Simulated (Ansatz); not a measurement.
## Ag in Ansatz: the effect of functional

Ag:

```
Ag
1.0
     2.89040    0.00000    0.00000
    -1.44520    2.50316    0.00000
     0.00000    0.00000    4.72526
Ag
2
Direct
  0.66667 0.33333 0.75000
  0.33333 0.66667 0.25000
```

This isn't the form of Ag at room conditions, which is fcc.

The cell isn't the ideal one: volume scaled by 0.96.

Alike in all runs:

* Program: Ansatz 0.2.0
* Task: single point
* Potentials or basis: Ansatz PAW
* k mesh: 10 × 10 × 6
* Occupations: fermi-dirac, width 0.05 eV
* Spin: no spin polarisation

```csv
functional,cutoff,pressure (GPa)
LDA,420 eV (not typed: the program's choice for these potentials),-7.1
PBEsol,420 eV (not typed: the program's choice for these potentials),-2.4
r2SCAN,500 eV (not typed: the program's choice for these potentials),?
```

Task: What does the run with functional r2SCAN give?

Result: Pressure 1.7 GPa.

Caveats: the PAW data sets come from PBE, with cores solved anew for the run's functional, which leaves a small shift of forces and pressure.
